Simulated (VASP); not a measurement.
A run of VASP 6.6.1:

INCAR

```
SYSTEM = Se
ALGO = Normal
BPARAM = 11.95
CPARAM = 0.0093
EDIFF = 1E-7
EDIFFG = -0.002
ENCUT = 520
IBRION = 2
ISIF = 3
ISMEAR = 0
IVDW_NL = 2
LASPH = .True.
LCHARG = .False.
LMIXTAU = .True.
LREAL = .False.
LUSE_VDW = .True.
LWAVE = .False.
METAGGA = R2SCAN
NELM = 60
NSW = 80
PREC = Accurate
PSTRESS = 1250.0
SIGMA = 0.1
```

Contents of KPOINTS:

```
k-points
0
Gamma
  21 21 21
  0 0 0
```

The input POSCAR:

```
Se
1.0
    1.9250000000      1.1113992700      0.8816666700
   -1.9250000000      1.1113992700      0.8816666700
    0.0000000000     -2.2227985400      0.8816666700
Se
1
Direct
    0.0000000000      0.0000000000      0.0000000000
```

Potentials or basis: VASP PAW PBE potentials, release 64 (Se).

Launch:

```console
$ cat potpaw_PBE.64/Se/POTCAR > POTCAR
$ mpirun -np 1 vasp_std > vasp.out
```

Hardware: 1 thread of AMD EPYC 7R13 Processor (Zen 3), on a shared host.

Question: How long does it take, and how much memory?

Answer: It took 48 min on 1 thread of AMD EPYC 7R13 Processor (Zen 3), on a shared host, peak memory 0.2 GiB. Counts: scf iterations 164, k points 891, ion steps 20.
